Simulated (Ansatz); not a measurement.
# CaS: Ca on a S site

The calculation used DFT PBE, scalar-relativistic, plane waves, PAW (Ansatz). Settings: 420 eV cutoff, 2×2×2 k-mesh, shifted by half a step, Gaussian smearing of 0.01 eV, collinear spin in charge -1 alone.

Host crystal, relaxed:

```
CELL_PARAMETERS angstrom
0.00000 2.85590 2.85590
2.85590 0.00000 2.85590
2.85590 2.85590 0.00000
ATOMIC_POSITIONS crystal
Ca 0.00000 0.00000 0.00000
S 0.50000 0.50000 0.50000
```

Supercell of 32 atoms, rows in host cell vectors: 1 1 1; 1 1 -3; -3 1 1. Atoms relax at the host's cell, keeping the symmetry that the supercell leaves at the site. The cell is small, so energies carry finite-size errors of tenths of an eV. The host's Kohn–Sham gap is 2.38 eV. Atoms are taken from and returned to the elements' standard states. Charged cells are corrected for image charges with the computed static dielectric tensor (mean 12.2) and aligned with the host's potential at far atoms (alignment terms reach 0.76 eV; the program doubts the alignment in some charges, where it is up to 0.76 eV). No band-filling term is added, and the Fermi level counts from the host's valence band top.

Defect: Ca on a S site at (0.500, 0.500, 0.500) of the host cell.

(1) What is the formation energy of the neutral defect?

(2) Does the neutral defect carry a moment, and how do its surroundings relax?

(3) Charges 0, -1, -2 were computed. Which is stable where in the gap?

## Answers

(1) 9.14 eV.

(2) The neutral run had no spin polarisation, so a moment wasn't tested. The nearest neighbours before are 6 Ca at 2.86 Å; after relaxation the atoms near the site are 6 Ca at 3.11 Å; the largest move is 0.26 Å.

(3) Among the charges computed the stable one is 0 at the valence band top and stays so across the gap. In charge 0, -2 the cell has partly filled bands: a level of the defect may be part filled, the carrier may sit in the host's bands, or levels may cross between the k points, so transitions that involve it are doubtful. Levels between neighbouring charges: (0/-1) 2.80 eV, (-1/-2) 3.09 eV.